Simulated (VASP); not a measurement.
# HgTe (Coloradoite) (F-43m) in VASP: notebook, part 2 of 2

VASP 6.6.1. The steps go on from the part before.

## Step 3: Relaxation of cell and atoms, PBEsol

The input, INCAR:

```
  PREC = Accurate
  ENCUT = 600
  EDIFF = 1E-6
  ISMEAR = 0
  SIGMA = 0.03
  LREAL = False
  LASPH = True
  NELM = 80
  ALGO = Normal
  ISIF = 3
  LWAVE = False
  LCHARG = False
  GGA = PS
  IBRION = 2
  NSW = 90
  EDIFFG = -0.01
  KPAR = 4
```

The input, KPOINTS:

```
Automatic mesh
0
Gamma
  10 10 10
```

The input, POSCAR:

```
HgTe
1.0
    0.0000000000      3.2145000000      3.2145000000
    3.2145000000      0.0000000000      3.2145000000
    3.2145000000      3.2145000000      0.0000000000
Hg Te
1 1
Direct
    0.0000000000      0.0000000000      0.0000000000
    0.2500000000      0.2500000000      0.2500000000
```

Potentials or basis: VASP PAW PBE potentials, release 64 (Hg, Te).

Launch:

```sh
$ cat potpaw_PBE.64/Hg/POTCAR potpaw_PBE.64/Te/POTCAR > POTCAR
$ mpirun -np 4 vasp_std > vasp.out
```

OUTCAR:

```text
PREC = Accurate
   ENCUT = 600
   EDIFF = 1E-6
   ISMEAR = 0
   LREAL = False
   LASPH = True
   NELM = 80
   ISIF = 3
   GGA = PS
   IBRION = 2
   NSW = 90
   EDIFFG = -0.01

 ion  position               nearest neighbor table
   1  0.000  0.000  0.000-   2 2.78   2 2.78   2 2.78   2 2.78
   2  0.250  0.250  0.250-   1 2.78   1 2.78   1 2.78   1 2.78

  LATTYP: Found a face centered cubic cell.
 ALAT       =     6.4290000000

  Lattice vectors:

 A1 = (   0.0000000000,   3.2145000000,   3.2145000000)
 A2 = (   3.2145000000,   0.0000000000,   3.2145000000)
 A3 = (   3.2145000000,   3.2145000000,   0.0000000000)

Analysis of symmetry for initial positions (statically):
=====================================================================
 Subroutine PRICEL returns:
 Original cell was already a primitive cell.

 Routine SETGRP: Setting up the symmetry group for a
 face centered cubic supercell.

 Subroutine GETGRP returns: Found 24 space group operations
 (whereof 24 operations were pure point group operations)
 out of a pool of 48 trial point group operations.

The static configuration has the point symmetry T_d .

Analysis of symmetry for dynamics (positions and initial velocities):
=====================================================================
 Subroutine PRICEL returns:
 Original cell was already a primitive cell.

 Routine SETGRP: Setting up the symmetry group for a
 face centered cubic supercell.

 Subroutine GETGRP returns: Found 24 space group operations
 (whereof 24 operations were pure point group operations)
 out of a pool of 48 trial point group operations.

The dynamic configuration has the point symmetry T_d .

 Subroutine INISYM returns: Found 24 space group operations
 (whereof 24 operations are pure point group operations),
 and found     1 'primitive' translations

----------------------------------------------------------------------------------------

[... 137 lines left out ...]
  ext. energy  EPLUGINS =         0.00000000
  ---------------------------------------------------
  free energy    TOTEN  =        -4.36100021 eV

  energy without entropy =       -4.36095393  energy(sigma->0) =       -4.36097707

------------------------ aborting loop because EDIFF is reached ----------------------------------------

  FORCE on cell =-STRESS in cart. coord.  units (eV):
  Direction    XX          YY          ZZ          XY          YZ          ZX
  --------------------------------------------------------------------------------------
  -------------------------------------------------------------------------------------
  Total        0.7815624      0.7815624      0.7815624      0.0000000      0.0000000      0.0000000
  in kB       18.8496778     18.8496778     18.8496778      0.0000000      0.0000000      0.0000000
  external PRESSURE =      18.8496778 kB  Pullay stress =       0.0000000 kB
[... 59 lines left out ...]
--------------------------------------- Ionic step        3  -------------------------------------------

 number of electron      18.0000002 magnetization

 Free energy of the ion-electron system (eV)
  ---------------------------------------------------
  ext. energy  EPLUGINS =         0.00000000
  ---------------------------------------------------
  free energy    TOTEN  =        -4.37647681 eV

  energy without entropy =       -4.37643053  energy(sigma->0) =       -4.37645367

 E-fermi :   2.7101     XC(G=0):  -8.8275

 val. band max:        2.7009539997   @ k =   0.0000   0.0000   0.0000
 cond. band min:       3.1800934822   @ k =   0.1000   0.0000   0.0000
 fundamental gap:      0.4791394825
 Fermi energy:         2.7100910913

 k-point     1 :       0.0000    0.0000    0.0000
  band No.  band energies     occupation
      1      -9.1519      2.00000
      2      -4.5062      2.00000
      3      -4.5062      2.00000
      4      -4.5062      2.00000
      5      -3.9993      2.00000
      6      -3.9993      2.00000
      7       1.8399      2.00000
      8       2.7010      1.33333
      9       2.7010      1.33333
     10       2.7010      1.33333
     11       6.9246      0.00000
     12       6.9246      0.00000
     13       6.9246      0.00000
[... 354 lines left out ...]
  band No.  band energies     occupation
      1      -8.5697      2.00000
      2      -4.3579      2.00000
      3      -4.2674      2.00000
      4      -4.2394      2.00000
      5      -3.9547      2.00000
      6      -3.9090      2.00000
      7      -1.7829      2.00000
      8       0.7338      2.00000
      9       0.9187      2.00000
     10       4.7345      0.00000
     11       5.6470      0.00000
     12       9.0663      0.00000
     13       9.8170      0.00000

 [... further k-points ...]

------------------------ aborting loop because EDIFF is reached ----------------------------------------

  FORCE on cell =-STRESS in cart. coord.  units (eV):
  Direction    XX          YY          ZZ          XY          YZ          ZX
  --------------------------------------------------------------------------------------
  -------------------------------------------------------------------------------------
  Total        0.0001997      0.0001997      0.0001997      0.0000000      0.0000000      0.0000000
  in kB        0.0046264      0.0046264      0.0046264      0.0000000      0.0000000      0.0000000
  external PRESSURE =       0.0046264 kB  Pullay stress =       0.0000000 kB
[... 17 lines left out ...]
  FREE ENERGIE OF THE ION-ELECTRON SYSTEM (eV)
  ---------------------------------------------------
  free  energy   TOTEN  =        -4.3764768105 eV

  energy  without entropy=       -4.3764305318  energy(sigma->0) =       -4.37645367

 reached required accuracy - stopping structural energy minimisation
```

OSZICAR:

```text
N       E                     dE             d eps       ncg     rms          rms(c)
DAV:   1     0.115599708268E+03    0.11560E+03   -0.88888E+03  1222   0.135E+03
[... 26 lines left out ...]
DAV:   2    -0.438047629594E+01    0.36509E-01   -0.97377E-02  1302   0.477E+00    0.469E-01
DAV:   3    -0.437700401103E+01    0.34723E-02   -0.10792E-02  1272   0.100E+00    0.455E-01
DAV:   4    -0.437651794789E+01    0.48606E-03   -0.12421E-03  1342   0.316E-01    0.698E-02
DAV:   5    -0.437647338484E+01    0.44563E-04   -0.19448E-04  1315   0.184E-01    0.704E-02
DAV:   6    -0.437647873543E+01   -0.53506E-05   -0.37764E-05  1302   0.641E-02    0.284E-02
DAV:   7    -0.437647636492E+01    0.23705E-05   -0.90873E-06  1387   0.401E-02    0.508E-03
DAV:   8    -0.437647681053E+01   -0.44561E-06   -0.85450E-07   921   0.801E-03
   3 F= -.43764768E+01 E0= -.43764537E+01  d E =-.154766E-01
```

CONTCAR:

```text
HgTe
   1.00000000000000
     0.0000000000000000    3.2580088205377602    3.2580088205377602
     3.2580088205377602    0.0000000000000000    3.2580088205377602
     3.2580088205377602    3.2580088205377602   -0.0000000000000000
  Hg              Te
     1     1
Direct
     0.0000000000000000    0.0000000000000000    0.0000000000000000
     0.2500000000000000    0.2500000000000000    0.2500000000000000

  0.00000000E+00  0.00000000E+00  0.00000000E+00
  0.00000000E+00  0.00000000E+00  0.00000000E+00
```

Run time: 28 s. Hardware: 4 MPI ranks of Intel Xeon Platinum 8488C (Sapphire Rapids), shared host; peak memory 0.25 GiB.

Results:

```yaml
Free_energy: -4.3765 eV
Relaxed_volume: 34.58 Å³/atom
Relaxed_cell: a = 4.608 Å, b = 4.608 Å, c = 4.608 Å, α = 60.00°, β = 60.00°, γ = 60.00°
Space_group_after_relaxing_to_0.05_Å: F-43m (No. 216)
Energy_gained_by_relaxing: 7.7 meV/atom
Ionic_steps: 3
Pressure_after_relaxing: 0.0 GPa
Band_gap_on_the_k_mesh: none (metal or under the smearing width)
```

The path:
| step | energy change (eV) | largest force (eV/Å) | pressure (GPa) | volume (Å³) |
| --- | --- | --- | --- | --- |
| 1 | 0.0000 | 0.0000 | 1.88 | 66.43 |
| 2 | -0.0133 | 0.0000 | -0.63 | 70.26 |
| 3 | -0.0155 | 0.0000 | 0.00 | 69.17 |

Final structure:
```
Hg Te
1.0
     0.00000    3.25801    3.25801
     3.25801    0.00000    3.25801
     3.25801    3.25801    0.00000
Hg Te
1 1
Direct
  0.00000 0.00000 0.00000
  0.25000 0.25000 0.25000
```

Caveat: the PAW data sets were made with another functional, which shifts forces and pressure a little. The run has no spin-orbit coupling, so splittings on Hg, Te are missing.
